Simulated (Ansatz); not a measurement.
# InPd under changes of volume

One of the cells (17.513 Å³/atom); the others are scaled copies at fixed shape and fractional positions:

```
In Pd
1.0
     3.27188    0.00000    0.00000
     0.00000    3.27188    0.00000
     0.00000    0.00000    3.27188
In Pd
1 1
Direct
  0.00000 0.00000 0.00000
  0.50000 0.50000 0.50000
```

The cell comes from a database or a generator and needn't be the stable form of this composition.

| Property | Result |
| --- | --- |
| Program | Ansatz 0.2.0 |
| Functional | LDA |
| Potentials or basis | all-electron LAPW, scalar-relativistic |
| Cutoff | 250 eV (chosen from the basis error) |
| Basis error allowed | 0.001 eV/atom |
| k mesh | 8 × 8 × 8 |
| Occupations | fermi-dirac, width 0.05 eV |
| Spin | no spin polarisation |

```tsv
volume (Å³/atom)	energy over the lowest point (meV/atom)	pressure (GPa)
16.462	0.00	1.4
16.813	0.62	-1.8
17.163	7.71	-4.6
17.513	20.50	-7.0
17.863	38.32	-9.1
18.214	60.46	-10.9
18.564	?	?
```

Question: What does the run at 18.564 Å³/atom give?

Answer: Energy over the lowest point 86.05 meV/atom; pressure -12.3 GPa.

Worked out: A Birch-Murnaghan fit of order 3 (a polynomial in V^(-2/3)) to the other rows has its minimum at 16.61 Å³/atom with B0 = V·E''(V) = 153 GPa and B' = 5.4. It gives 86.36 meV/atom at 18.564 Å³/atom, against the run's 86.05, and -dE/dV = -12.6 GPa, against -12.3.

Energies are extrapolated to zero smearing.

The runs don't all hold the same shells in valence.
